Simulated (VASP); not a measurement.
Set up this calculation in VASP 6.6.1, as the native input.

```yaml
Task: single point
Functional: PBEsol
Potentials_or_basis: VASP PAW PBE potentials, release 64 (N, Ti_sv)
Cutoff: 520 eV
k_mesh: 12 × 12 × 1
Occupations: gaussian, width 0.1 eV
Spin: no spin polarisation
Dipole_correction: yes
Further_INCAR_settings: ALGO = Fast; EDIFF = 1e-06; NBANDS = 63
```

The structure of TiN (Osbornite) lies in POSCAR:

```
TiN
1.0
    2.9726293472      0.0000000000      0.0000000000
   -1.4863146736      2.5743725307      0.0000000000
    0.0000000000      0.0000000000     28.3492793409
N Ti
6 6
Direct
    0.3333333333      0.6666666667      0.2645569896
    0.0000000000      0.0000000000      0.3501726298
    0.6666666667      0.3333333333      0.4357882699
    0.3333333333      0.6666666667      0.5214039100
    0.0000000000      0.0000000000      0.6070195502
    0.6666666667      0.3333333333      0.6926351903
    0.6666666667      0.3333333333      0.3073648097
    0.3333333333      0.6666666667      0.3929804498
    0.0000000000      0.0000000000      0.4785960900
    0.6666666667      0.3333333333      0.5642117301
    0.3333333333      0.6666666667      0.6498273702
    0.0000000000      0.0000000000      0.7354430104
```

The cell isn't the ideal one: (1 1 1) slab cut from the bulk.

These files were run (other wordings do the same):

INCAR

```
  PREC = Accurate
  ENCUT = 520
  EDIFF = 1E-6
  ISMEAR = 0
  SIGMA = 0.1
  LREAL = False
  LASPH = True
  NELM = 100
  ALGO = Fast
  ISIF = 2
  LWAVE = False
  LCHARG = True
  LDIPOL = True
  IDIPOL = 3
  DIPOL = 0.5 0.5 0.500
  GGA = PS
  LELF = True
  LVHAR = True
  LVACPOTAV = True
  NBANDS = 63
```

KPOINTS

```
regular mesh
0
Gamma
  12 12 1
```

Potentials or basis: VASP PAW PBE potentials, release 64 (N, Ti_sv).

Launch:

```sh
$ cat potpaw_PBE.64/N/POTCAR potpaw_PBE.64/Ti_sv/POTCAR > POTCAR
$ mpirun -np 1 vasp_std > vasp.out
```

Results of the run:

* Largest force: 5.727 eV/Å
* Band gap on the k mesh: none (metal or under the smearing width)
* Work function of the upper face: 4.69 eV
* Work function of the lower face: 8.12 eV

Caveat: the PAW data sets were made with another functional, which shifts forces and pressure a little.

Wall time 15 min on 1 thread of Intel(R) Xeon(R) Platinum 8375C CPU @ 2.90GHz (Ice Lake), with other jobs on the host, peak memory 0.46 GiB.
